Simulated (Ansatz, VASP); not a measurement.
# One calculation of WS2, two programs

```
CELL_PARAMETERS angstrom
1.60997 0.92952 6.28421
-1.60997 0.92952 6.28421
0.00000 -1.85903 6.28421
ATOMIC_POSITIONS crystal
W 0.00000 0.00000 0.00000
S 0.58100 0.58100 0.58100
S 0.75030 0.75030 0.75030
```

Change from the starting cell: volume scaled by 1.06.

Alike in both runs: task single point; functional PBEsol; k mesh 10 × 10 × 10; occupations fermi-dirac, width 0.05 eV; no spin polarisation.

|  | VASP | Ansatz |
| --- | --- | --- |
| version | VASP 6.6.1 | Ansatz 0.2.0 |
| potentials or method | VASP PAW PBE potentials, release 64 (W_sv, S), cutoff 520 eV | all-electron LAPW, scalar-relativistic |

|  | VASP | Ansatz | Ansatz less VASP |
| --- | --- | --- | --- |
| gap on the k mesh at the Fermi level (eV) | 1.08 | 1.07 | -0.011 |
| least direct gap on the mesh (eV) | 2.07 | 2.06 | -0.002 |
| pressure (GPa) | -9.1 | -9.1 | -0.02 |
| largest component of the traceless stress (GPa) | 0.14 | 0.10 | -0.037 |
| rms of the force components (eV/Å) | 0.518 | 0.524 | +0.0052 |

Atom by atom the forces differ by 0.006 eV/Å (rms over components). Ansatz ran all-electron here, so the differences hold the error of VASP's frozen core and of both bases.

Caveats: spin-orbit coupling is left out, which moves the levels of the heavy elements; the PAW data sets were made with another functional, which shifts forces and pressure a little (VASP); forces of over 1 eV/Å show positions far from the minimum, so gaps and moduli don't describe the material at rest (Ansatz). A k mesh can miss the band edges.
